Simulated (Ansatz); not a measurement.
# CsSnBr3: the cost of one run

Program: Ansatz 0.2.0. Level of theory: DFT PBEsol, scalar-relativistic, plane waves, PAW. These are calculated values, not measurements.

**1. Starting point**

The structure is cubic, space group Pm-3m (No. 221). Conventional cell: a = 5.920 Å, b = 5.920 Å, c = 5.920 Å, α = 90.00°, β = 90.00°, γ = 90.00°. Around Cs (site symmetry m-3m) lie 12 Br at 4.19 Å. Sn (site symmetry m-3m) is surrounded by 6 Br at 2.96 Å. Around Br (site symmetry 4/mmm) lie 2 Sn at 2.96 Å and 4 Cs at 4.19 Å.

Coordinates:

```
Cs Sn Br
1.0
     5.92000    0.00000    0.00000
     0.00000    5.92000    0.00000
     0.00000    0.00000    5.92000
Cs Sn Br
1 1 3
Direct
  0.00000 0.00000 0.00000
  0.50000 0.50000 0.50000
  0.50000 0.50000 0.00000
  0.50000 0.00000 0.50000
  0.00000 0.50000 0.50000
```

The cell was made up by rule, so the compound may not exist in this form.

This is a trial structure, the perovskite prototype, and another one may lie lower.

**2. Coarse point 1 of the search for the rest volume**

Input file input.yaml:

```yaml
crystal:
  lattice:
    - [5.92, 0.0, 0.0]
    - [0.0, 5.92, 0.0]
    - [0.0, 0.0, 5.92]
  atoms:
    - { symbol: Cs, position: [0.0, 0.0, 0.0] }
    - { symbol: Sn, position: [0.5, 0.5, 0.5] }
    - { symbol: Br, position: [0.5, 0.5, 0.0] }
    - { symbol: Br, position: [0.5, 0.0, 0.5] }
    - { symbol: Br, position: [0.0, 0.5, 0.5] }
basis:
  ecutwfc: 420
kpoints:
  mp_grid: { grid: [4, 4, 4] }
hamiltonian:
  xc: pbesol
scf:
  occupations: { method: gaussian, width: 0.05 }
output:
  forces: true
  stress: true
  eigenvalues: true
```

The run is started by

```bash
ansatz run input.yaml --threads 1 --pin off --max-ram 1228MiB --backend cpu --events-out ev --progress --plain --runs-dir out
```

Q: Estimate wall time and peak memory on 1 thread of Intel Xeon 6975P-C (Granite Rapids), shared host.

About 2.6 s, with a peak of 0.49 GiB.
